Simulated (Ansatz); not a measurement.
# SnTe (zincblende type): from bands to localised orbitals

Where do the localised orbitals of SnTe (zincblende type) sit, how far are they spread, and how do the settings change that? Plan: PBE, anion s p, 4×4×4; PBE, anion s p, 6×6×6; PBE, anion p, 4×4×4; PBE, all s p, disentangled, 4×4×4; PBE, cation s and anion p, disentangled, 4×4×4; r2SCAN, anion s p, 4×4×4; r2SCAN, all s p, disentangled, 4×4×4; r2SCAN, anion p, 4×4×4; HSE06, anion s p, 4×4×4 (level, trial orbitals, Wannier mesh).

Computed with Ansatz 0.2.0 (plane waves, PAW, unless a step's input says otherwise).

2 further runs of the same task are left out: 2 that didn't finish.

**1. The system as given**

Symmetry: F-43m, No. 216, cubic system. Conventional cell: a = 7.168 Å, b = 7.168 Å, c = 7.168 Å, α = 90.00°, β = 90.00°, γ = 90.00°. Around Sn (site symmetry -43m) lie 4 Te at 3.10 Å. Te (site symmetry -43m) has 4 Sn at 3.10 Å as nearest neighbours.

As a file:

```xyz
2
Lattice="0.0000 3.5840 3.5840 3.5840 0.0000 3.5840 3.5840 3.5840 0.0000" Properties=species:S:1:pos:R:3 pbc="T T T"
Sn    0.0000    0.0000    0.0000
Te    1.7920    1.7920    1.7920
```

The cell was relaxed beforehand with r2SCAN; those runs aren't shown. No run includes spin-orbit coupling, which matters for Sn, Te.

**2. PBE, anion s p, 4×4×4**

The input, input.yaml:

```yaml
crystal:
  lattice:
    - [0.0, 3.583984006, 3.583984006]
    - [3.583984006, 0.0, 3.583984006]
    - [3.583984006, 3.583984006, 0.0]
  atoms:
    - { symbol: Sn, position: [0.0, 0.0, 0.0] }
    - { symbol: Te, position: [0.25, 0.25, 0.25] }
kpoints:
  mp_grid: { grid: [6, 6, 6] }
  band_path:
    path:
      - [[0.0, 0.0, 0.0], [-0.5, -0.5, 1.066279597862e-34], [-0.375, -0.375, 0.25]]
      - [[-0.375, -1.661267684546e-17, 0.375], [0.0, 0.0, 0.0], [-5.204353890066e-19, -5.204353890066e-19, 0.5], [-0.5, -0.25, 0.25], [-0.5, -0.5, 1.066279597862e-34]]
    npoints: 10
hamiltonian:
  xc: pbe
scf:
  occupations: { method: fermi_dirac, width: 0.02 }
  n_extra_bands: 6
output:
  forces: false
  stress: false
  eigenvalues: true
  wannier:
    kmesh: [4, 4, 4]
    projections: [{ species: Te, l: s, shell: 5 }, { species: Te, l: p, shell: 5 }]
    minimise: true
    write_hr: true
    conv_tol: 1.0e-08
    max_iter: 3000
```

Launch:

```console
> ansatz run input.yaml --threads 4 --pin off --max-ram 3686MiB --backend cpu --events-out ev --progress --plain --runs-dir out
```

Standard output:

```text
Warning: RAYON_NUM_THREADS=4 ignored (pool sized by the plan → 4); use --threads N
scf.n_extra_bands = 6 over 15 filled bands (N_el = 30.0): the run solves 21 bands
Engine: ansatz 0.2.0, aarch64-unknown-linux-gnu
Pseudopotentials: kind: paw
Pseudopotential: Sn, paw, valence charge 14, recommended cutoff 420 eV (normal), Sn.paw.azcp
Pseudopotential: Te, paw, valence charge 16, recommended cutoff 420 eV (normal), Te.paw.azcp
Functional definition: PBE
  parameter kappa = 0.804
  parameter beta = 0.06672455060314922
  exchange = pbe_x(kappa = kappa, mu = beta*pi^2/3)
  correlation = pbe_c(beta = beta)
Crystal: 2 atoms, lattice volume = 92.072 Å³
Basis set: ecut = 420 eV, 1807 PW (Γ)
Bands: 21, of which v1, the nominal top of the filled ones, is band 15 counted from 1 (14 counted from 0)
Symmetry: 24 space group operations
Space group: F-43m (ITA 216), of the structure as read, at distance tolerance 4.5e-5 Å
k-points: 16 of 216 (time reversal used)
Non-local potential: Sn, projectors of the file, l = 0: 2, l = 1: 2, l = 2: 2, l = 3: 2
Non-local potential: Te, projectors of the file, l = 0: 2, l = 1: 2, l = 2: 2, l = 3: 2
PAW form: soft (Blöchl's): semilocal exchange-correlation on the pseudo side does not see the compensation charge
PAW one-centre angular grid: Sn, 590 points (default); XC on 64 Gauss nodes
PAW one-centre angular grid: Te, 590 points (default); XC on 64 Gauss nodes
Initial density: superposition of atomic densities (neutral atoms: chi_scale 0, normalization atom), corrected by the library's trained network
Initial wavefunctions: pseudopotential atomic-orbital guess
Functional: x = pbe(κ = 0.804, μ = 0.2195149727645171), c = pbe(β = 0.06672455060314922)
SCF iter   1: F=—  HF=-13004.247082 eV  |F-HF|=—  |Δ(HF+E_count)|=         —  Δρ=2.47e-3  dr2=1.61e-2  ethr=1.77e-3  ⟨swp⟩=7.2  Hψ=1854  notcnv=0
preconditioner: auto → none  [insulator: Δε(μ)=0.274 eV  Ē_g=9.138 eV  σ=0.020 eV  W_gap=1.00  n_scr=14 (ndim 8)  ℏωp=12.2 eV  f_vac=0.188  D(μ)=0.01/eV (n_scr^D=0)  ε∞_Penn≈2.8]
SCF iter   2: F=—  HF=-13004.243197 eV  |F-HF|=—  |Δ(HF+E_count)|=   3.88e-3  Δρ=1.14e-3  dr2=2.49e-3  ethr=5.37e-5  ⟨swp⟩=4.0  Hψ=837  notcnv=0  defer=25
SCF iter   3: F=—  HF=-13004.242539 eV  |F-HF|=—  |Δ(HF+E_count)|=   6.59e-4  Δρ=4.85e-4  dr2=2.34e-4  ethr=8.29e-6  ⟨swp⟩=2.6  Hψ=562  notcnv=0  defer=25
SCF iter   4: F=—  HF=-13004.242701 eV  |F-HF|=—  |Δ(HF+E_count)|=   1.62e-4  Δρ=1.66e-4  dr2=2.49e-5  ethr=7.80e-7  ⟨swp⟩=2.0  Hψ=622  notcnv=0  defer=25
SCF iter   5: F=—  HF=-13004.242696 eV  |F-HF|=—  |Δ(HF+E_count)|=   5.11e-6  Δρ=6.19e-5  dr2=2.15e-6  ethr=8.31e-8  ⟨swp⟩=2.0  Hψ=465  notcnv=0  defer=25
SCF iter   6: F=—  HF=-13004.242697 eV  |F-HF|=—  |Δ(HF+E_count)|=   8.53e-7  Δρ=2.75e-5  dr2=5.35e-7  ethr=7.17e-9  ⟨swp⟩=2.0  Hψ=552  notcnv=0  defer=25
SCF iter   7: F=-13004.242697 eV  HF=-13004.242697 eV  |F-HF|=4.80e-8  |Δ(HF+E_count)|=   2.85e-7  Δρ=7.77e-6  dr2=4.23e-8  ethr=3.33e-10  ⟨swp⟩=5.7  Hψ=1410  notcnv=0
SCF 1 converged in 7 iterations: F = -13004.242697 eV  dr2 = 4.23e-8
NSCF: frozen V_eff on 62 k-points
NSCF: frozen V_eff on 10 k-points
the Wannier pass solved 10 of the 64 points of its mesh, and has the states at the others by symmetry: states obtained by the crystal's operations at points that were solved too leave a residual of 2.00e-13 eV (read by the count's bands and the next), within 6.67e-6 eV
SCF converged after 7 iterations
Free energy (F): -13004.242697 eV
Harris-Foulkes:  -13004.242697 eV  (|F-HF|=4.80e-8)
Internal energy: -13004.242645 eV  (E = F + TS)
E sigma→0 (E₀):  -13004.242671 eV
Entropy (-TS):   -0.000052 eV (-0.026 meV/atom)
Fermi energy:    5.218689 eV
--- Per-component energies (eV) ---
  E_band       = -477.489968
  E_kinetic    = 364.545844
  E_local      = -2992.863458  (includes V_loc(G=0)·N_el)
  E_nonlocal   = -343.288669
  E_hartree    = 1711.015548
  E_xc         = -506.770085
  E_vxc        = -199.393893  (∫ρ·V_xc dr)
  E_paw        = -8794.450417  (= ΣΔE_a)
  E_vpaw       = -728.530796  (= ΣTr[D̂ρ^β])
  E_aug_tail   = -0.000200  (compensation charges beyond the density's cutoff)
  E_ewald      = -2442.431208
  E_smearing   = -0.000052  (= −TS)
  E_closure    = 0.000000  (closes the sum)
  Σ components = -13004.242697   (vs F -13004.242697, Δ=0.00e0)
--- Band table (eV; the first three rows and the last of 16) ---
  k-point 0: bands = ["-31.4429", "-31.4429", "-31.4429", "-31.4405", "-31.4405", "-16.5784", "-16.5784", "-16.5784", "-16.5687", "-16.5687", "-6.4126", "0.1122", "3.2479", "3.2479", "3.2479", "6.2276", "6.2276", "6.2276", "9.3577", "11.7055", "11.7055"]
  k-point 1: bands = ["-31.4429", "-31.4429", "-31.4429", "-31.4405", "-31.4405", "-16.5788", "-16.5780", "-16.5780", "-16.5686", "-16.5686", "-6.2926", "-0.4546", "3.0814", "3.0814", "3.3703", "6.5040", "6.5045", "6.5045", "10.1468", "11.1814", "11.1814"]
  k-point 2: bands = ["-31.4429", "-31.4429", "-31.4429", "-31.4405", "-31.4405", "-16.5796", "-16.5773", "-16.5773", "-16.5686", "-16.5686", "-6.0133", "-1.3909", "2.8133", "2.8133", "3.2698", "6.9143", "6.9143", "7.6984", "10.7416", "11.3278", "11.3278"]
  k-point 15: bands = ["-31.4430", "-31.4428", "-31.4428", "-31.4405", "-31.4404", "-16.5815", "-16.5761", "-16.5752", "-16.5692", "-16.5681", "-5.6105", "-2.1819", "1.8134", "1.8859", "5.0918", "6.0944", "8.0801", "8.6002", "10.6071", "11.6233", "13.1953"]
Wannier search: line search 1 of at most 3000: gauge-dependent spread (as the search counts it) 3.5892823 Å², largest recent change 1.1e-1 Å² and fall left 5.1e-4 Å² against conv_tol 1.0e-8 Å², 0 stops escaped
```

It took 3 s on 4 threads of Arm Neoverse V2, shared host; peak memory 0.38 GiB.

wannier.win names the bands that the functions span: 11, 13-15 (counted from 1; 15 are filled).

The head of wannier.spreads.toml:

```toml
omega_i_ang2 = 14.197198239493488
omega_d_ang2 = 0.12639291143378734
omega_od_ang2 = 1.0677694118386487
omega_total_ang2 = 15.391360562765925
least_projectability = 0.4199766203657647
b_vectors_match_mmn = true
n_iter = 20
converged = true
rejected_fitted_steps = 1
```

The functions (centres in Å, on-site energies from the highest level of the last filled band):

```tsv
n	x	y	z	spread (Å²)	on-site (eV)	nearest atoms	distance (Å)
1	1.278	1.278	1.278	3.848	-4.537	Te2	0.89
2	2.306	1.278	2.306	3.848	-4.537	Te2	0.89
3	1.278	2.306	2.306	3.848	-4.537	Te2	0.89
4	2.306	2.306	1.278	3.848	-4.537	Te2	0.89
```

The largest hoppings ⟨m, 0|H|n, R⟩, one of each Hermitian pair (moduli):

```tsv
m	n	R	distance (Å)	|t| (eV)
3	4	0 0 0	1.45	2.200
1	4	0 0 0	1.45	2.200
1	3	0 0 0	1.45	2.200
2	4	0 0 0	1.45	2.200
2	3	0 0 0	1.45	2.200
1	2	0 0 0	1.45	2.200
3	2	1 -1 0	3.62	0.331
2	4	0 1 -1	3.62	0.331
2	1	0 1 0	3.62	0.331
3	4	1 0 -1	3.62	0.331
4	1	0 0 1	3.62	0.331
3	1	1 0 0	3.62	0.331
3	4	1 0 0	4.52	0.193
4	1	1 0 0	4.52	0.193
```

Interpolated bands at the corners of the path, eV from the highest level of the last filled band:

```tsv
point	e1	e2	e3	e4
Γ	-11.71	-2.05	-2.05	-2.05
X	-10.91	-3.27	-3.27	-0.75
U	-10.93	-3.70	-3.07	-0.39
K	-10.93	-3.70	-3.07	-0.39
Γ	-11.71	-2.05	-2.05	-2.05
L	-11.14	-2.59	-2.59	-2.13
W	-10.90	-3.54	-3.45	0.00
X	-10.91	-3.27	-3.27	-0.75
```

Along the path each interpolated band stays within 0.00, 0.03, 0.04, 0.18 eV of the nearest computed level, from the lowest band up.

**3. PBE, anion s p, 6×6×6**

input.yaml, as its differences from that of step 2:

```diff
@@ -25,3 +25,3 @@
   wannier:
-    kmesh: [4, 4, 4]
+    kmesh: [6, 6, 6]
     projections: [{ species: Te, l: s, shell: 5 }, { species: Te, l: p, shell: 5 }]
```

Launch:

```console
> ansatz run input.yaml --threads 4 --pin off --max-ram 3686MiB --backend cpu --events-out ev --progress --plain --runs-dir out
```

Standard output, shortened:

```text
Warning: RAYON_NUM_THREADS=4 ignored (pool sized by the plan → 4); use --threads N
scf.n_extra_bands = 6 over 15 filled bands (N_el = 30.0): the run solves 21 bands
[...]
Pseudopotentials: kind: paw
Pseudopotential: Sn, paw, valence charge 14, recommended cutoff 420 eV (normal), Sn.paw.azcp
Pseudopotential: Te, paw, valence charge 16, recommended cutoff 420 eV (normal), Te.paw.azcp
Functional definition: PBE
[...]
Crystal: 2 atoms, lattice volume = 92.072 Å³
[...]
SCF converged after 7 iterations
Free energy (F): -13004.242697 eV
[...]
E sigma→0 (E₀):  -13004.242671 eV
Entropy (-TS):   -0.000052 eV (-0.026 meV/atom)
Fermi energy:    5.218689 eV
[...]
--- Band table (eV; the first three rows and the last of 16) ---
[... band rows left out ...]
[...]
Wannier search: line search 1 of at most 3000: gauge-dependent spread (as the search counts it) 3.7274508 Å², largest recent change 1.9e-1 Å² and fall left 3.7e-4 Å² against conv_tol 1.0e-8 Å², 0 stops escaped
```

Wall time 3.6 s (4 threads of Arm Neoverse V2, shared host); peak memory 0.4 GiB.

wannier.win names the bands that the functions span: 11, 13-15 (counted from 1; 15 are filled).

The head of wannier.spreads.toml:

```toml
omega_i_ang2 = 16.268318304857672
omega_d_ang2 = 0.12269683655992299
omega_od_ang2 = 0.7936036251181136
omega_total_ang2 = 17.18461876653571
least_projectability = 0.4151829578778524
b_vectors_match_mmn = true
n_iter = 21
converged = true
rejected_fitted_steps = 1
```

The functions (centres in Å, on-site energies from the highest level of the last filled band):

```tsv
n	x	y	z	spread (Å²)	on-site (eV)	nearest atoms	distance (Å)
1	1.273	2.310	2.310	4.296	-4.536	Te2	0.90
2	2.310	1.273	2.310	4.296	-4.536	Te2	0.90
3	1.273	1.273	1.273	4.296	-4.536	Te2	0.90
4	2.310	2.310	1.273	4.296	-4.536	Te2	0.90
```

Along the path each interpolated band stays within 0.00, 0.00, 0.01, 0.02 eV of the nearest computed level, from the lowest band up.

**4. PBE, anion p, 4×4×4**

input.yaml, as its differences from that of step 3:

```diff
@@ -25,4 +25,4 @@
   wannier:
-    kmesh: [6, 6, 6]
-    projections: [{ species: Te, l: s, shell: 5 }, { species: Te, l: p, shell: 5 }]
+    kmesh: [4, 4, 4]
+    projections: [{ species: Te, l: p, shell: 5 }]
     minimise: true
```

Launch:

```console
> ansatz run input.yaml --threads 4 --pin off --max-ram 3686MiB --backend cpu --events-out ev --progress --plain --runs-dir out
```

Standard output:

```text
Warning: RAYON_NUM_THREADS=4 ignored (pool sized by the plan → 4); use --threads N
scf.n_extra_bands = 6 over 15 filled bands (N_el = 30.0): the run solves 21 bands
Engine: ansatz 0.2.0, aarch64-unknown-linux-gnu
Pseudopotentials: kind: paw
Pseudopotential: Sn, paw, valence charge 14, recommended cutoff 420 eV (normal), Sn.paw.azcp
Pseudopotential: Te, paw, valence charge 16, recommended cutoff 420 eV (normal), Te.paw.azcp
Functional definition: PBE
  parameter kappa = 0.804
  parameter beta = 0.06672455060314922
  exchange = pbe_x(kappa = kappa, mu = beta*pi^2/3)
  correlation = pbe_c(beta = beta)
Crystal: 2 atoms, lattice volume = 92.072 Å³
Basis set: ecut = 420 eV, 1807 PW (Γ)
Bands: 21, of which v1, the nominal top of the filled ones, is band 15 counted from 1 (14 counted from 0)
Symmetry: 24 space group operations
Space group: F-43m (ITA 216), of the structure as read, at distance tolerance 4.5e-5 Å
k-points: 16 of 216 (time reversal used)
Non-local potential: Sn, projectors of the file, l = 0: 2, l = 1: 2, l = 2: 2, l = 3: 2
Non-local potential: Te, projectors of the file, l = 0: 2, l = 1: 2, l = 2: 2, l = 3: 2
PAW form: soft (Blöchl's): semilocal exchange-correlation on the pseudo side does not see the compensation charge
PAW one-centre angular grid: Sn, 590 points (default); XC on 64 Gauss nodes
PAW one-centre angular grid: Te, 590 points (default); XC on 64 Gauss nodes
Initial density: superposition of atomic densities (neutral atoms: chi_scale 0, normalization atom), corrected by the library's trained network
Initial wavefunctions: pseudopotential atomic-orbital guess
Functional: x = pbe(κ = 0.804, μ = 0.2195149727645171), c = pbe(β = 0.06672455060314922)
SCF iter   1: F=—  HF=-13004.247082 eV  |F-HF|=—  |Δ(HF+E_count)|=         —  Δρ=2.47e-3  dr2=1.61e-2  ethr=1.77e-3  ⟨swp⟩=7.2  Hψ=1854  notcnv=0
preconditioner: auto → none  [insulator: Δε(μ)=0.274 eV  Ē_g=9.138 eV  σ=0.020 eV  W_gap=1.00  n_scr=14 (ndim 8)  ℏωp=12.2 eV  f_vac=0.188  D(μ)=0.01/eV (n_scr^D=0)  ε∞_Penn≈2.8]
SCF iter   2: F=—  HF=-13004.243197 eV  |F-HF|=—  |Δ(HF+E_count)|=   3.88e-3  Δρ=1.14e-3  dr2=2.49e-3  ethr=5.37e-5  ⟨swp⟩=4.0  Hψ=837  notcnv=0  defer=25
SCF iter   3: F=—  HF=-13004.242539 eV  |F-HF|=—  |Δ(HF+E_count)|=   6.59e-4  Δρ=4.85e-4  dr2=2.34e-4  ethr=8.29e-6  ⟨swp⟩=2.6  Hψ=562  notcnv=0  defer=25
SCF iter   4: F=—  HF=-13004.242701 eV  |F-HF|=—  |Δ(HF+E_count)|=   1.62e-4  Δρ=1.66e-4  dr2=2.49e-5  ethr=7.80e-7  ⟨swp⟩=2.0  Hψ=622  notcnv=0  defer=25
SCF iter   5: F=—  HF=-13004.242696 eV  |F-HF|=—  |Δ(HF+E_count)|=   5.11e-6  Δρ=6.19e-5  dr2=2.15e-6  ethr=8.31e-8  ⟨swp⟩=2.0  Hψ=465  notcnv=0  defer=25
SCF iter   6: F=—  HF=-13004.242697 eV  |F-HF|=—  |Δ(HF+E_count)|=   8.53e-7  Δρ=2.75e-5  dr2=5.35e-7  ethr=7.17e-9  ⟨swp⟩=2.0  Hψ=552  notcnv=0  defer=25
SCF iter   7: F=-13004.242697 eV  HF=-13004.242697 eV  |F-HF|=4.80e-8  |Δ(HF+E_count)|=   2.85e-7  Δρ=7.77e-6  dr2=4.23e-8  ethr=3.33e-10  ⟨swp⟩=5.7  Hψ=1410  notcnv=0
SCF 1 converged in 7 iterations: F = -13004.242697 eV  dr2 = 4.23e-8
NSCF: frozen V_eff on 62 k-points
NSCF: frozen V_eff on 10 k-points
the Wannier pass solved 10 of the 64 points of its mesh, and has the states at the others by symmetry: states obtained by the crystal's operations at points that were solved too leave a residual of 2.00e-13 eV (read by the count's bands and the next), within 6.67e-6 eV
SCF converged after 7 iterations
Free energy (F): -13004.242697 eV
Harris-Foulkes:  -13004.242697 eV  (|F-HF|=4.80e-8)
Internal energy: -13004.242645 eV  (E = F + TS)
E sigma→0 (E₀):  -13004.242671 eV
Entropy (-TS):   -0.000052 eV (-0.026 meV/atom)
Fermi energy:    5.218689 eV
--- Per-component energies (eV) ---
  E_band       = -477.489968
  E_kinetic    = 364.545844
  E_local      = -2992.863458  (includes V_loc(G=0)·N_el)
  E_nonlocal   = -343.288669
  E_hartree    = 1711.015548
  E_xc         = -506.770085
  E_vxc        = -199.393893  (∫ρ·V_xc dr)
  E_paw        = -8794.450417  (= ΣΔE_a)
  E_vpaw       = -728.530796  (= ΣTr[D̂ρ^β])
  E_aug_tail   = -0.000200  (compensation charges beyond the density's cutoff)
  E_ewald      = -2442.431208
  E_smearing   = -0.000052  (= −TS)
  E_closure    = 0.000000  (closes the sum)
  Σ components = -13004.242697   (vs F -13004.242697, Δ=0.00e0)
--- Band table (eV; the first three rows and the last of 16) ---
  k-point 0: bands = ["-31.4429", "-31.4429", "-31.4429", "-31.4405", "-31.4405", "-16.5784", "-16.5784", "-16.5784", "-16.5687", "-16.5687", "-6.4126", "0.1122", "3.2479", "3.2479", "3.2479", "6.2276", "6.2276", "6.2276", "9.3577", "11.7055", "11.7055"]
  k-point 1: bands = ["-31.4429", "-31.4429", "-31.4429", "-31.4405", "-31.4405", "-16.5788", "-16.5780", "-16.5780", "-16.5686", "-16.5686", "-6.2926", "-0.4546", "3.0814", "3.0814", "3.3703", "6.5040", "6.5045", "6.5045", "10.1468", "11.1814", "11.1814"]
  k-point 2: bands = ["-31.4429", "-31.4429", "-31.4429", "-31.4405", "-31.4405", "-16.5796", "-16.5773", "-16.5773", "-16.5686", "-16.5686", "-6.0133", "-1.3909", "2.8133", "2.8133", "3.2698", "6.9143", "6.9143", "7.6984", "10.7416", "11.3278", "11.3278"]
  k-point 15: bands = ["-31.4430", "-31.4428", "-31.4428", "-31.4405", "-31.4404", "-16.5815", "-16.5761", "-16.5752", "-16.5692", "-16.5681", "-5.6105", "-2.1819", "1.8134", "1.8859", "5.0918", "6.0944", "8.0801", "8.6002", "10.6071", "11.6233", "13.1953"]
Wannier search: line search 1 of at most 3000: gauge-dependent spread (as the search counts it) 1.6764167 Å², largest recent change 2.7e-2 Å² and fall left 1.5e-4 Å² against conv_tol 1.0e-8 Å², 0 stops escaped
```

Run time: 3 s. Hardware: 4 threads of Arm Neoverse V2, shared host; peak memory 0.37 GiB.

wannier.win, as written (k points left out):

```
! ansatz wannier90 interface
! projections by site (counted from 0) and shell: 1 5P
! states of the run's bands (counted from 1): 13-15
! their least projectability: 0.4477
num_bands = 3
num_wann  = 3
num_iter  = 2000
conv_tol = 1e-8
conv_window = 5
guiding_centres = true
write_hr = true

begin unit_cell_cart
Ang
  0.0  3.583984006  3.583984006
  3.583984006  0.0  3.583984006
  3.583984006  3.583984006  0.0
end unit_cell_cart

begin atoms_frac
Sn  0.0  0.0  0.0
Te  0.25  0.25  0.25
end atoms_frac

mp_grid = 4 4 4
```

wannier.win names the bands that the functions span: 13-15 (counted from 1; 15 are filled).

The head of wannier.spreads.toml:

```toml
omega_i_ang2 = 14.247000912603227
omega_d_ang2 = 0.1929990115919563
omega_od_ang2 = 0.8227500345489295
omega_total_ang2 = 15.262749958744113
least_projectability = 0.4477184385702081
b_vectors_match_mmn = true
n_iter = 29
converged = true
rejected_fitted_steps = 1
```

The functions (centres in Å, on-site energies from the highest level of the last filled band):

```tsv
n	x	y	z	spread (Å²)	on-site (eV)	nearest atoms	distance (Å)
1	1.988	2.150	1.596	5.088	-2.337	Te2	0.45
2	1.988	1.596	2.150	5.088	-2.337	Te2	0.45
3	1.434	1.596	1.596	5.088	-2.337	Te2	0.45
```

The largest hoppings ⟨m, 0|H|n, R⟩, one of each Hermitian pair (moduli):

```tsv
m	n	R	distance (Å)	|t| (eV)
2	3	0 1 0	4.29	0.475
2	1	0 1 -1	4.29	0.475
1	3	0 0 1	4.29	0.475
1	2	1 -1 0	4.73	0.308
1	3	1 0 0	4.73	0.308
3	2	1 -1 0	4.73	0.308
3	1	1 0 -1	4.73	0.308
2	3	1 0 0	4.73	0.308
```

Interpolated bands at the corners of the path, eV from the highest level of the last filled band:

```tsv
point	e1	e2	e3
Γ	-2.05	-2.05	-2.05
X	-3.27	-3.27	-0.75
U	-3.71	-3.05	-0.40
K	-3.68	-3.07	-0.41
Γ	-2.05	-2.05	-2.05
L	-2.59	-2.59	-2.13
W	-3.54	-3.45	0.00
X	-3.27	-3.27	-0.75
```

Along the path each interpolated band stays within 0.03, 0.05, 0.16 eV of the nearest computed level, from the lowest band up.

(Part 1 of 3 ends here.)
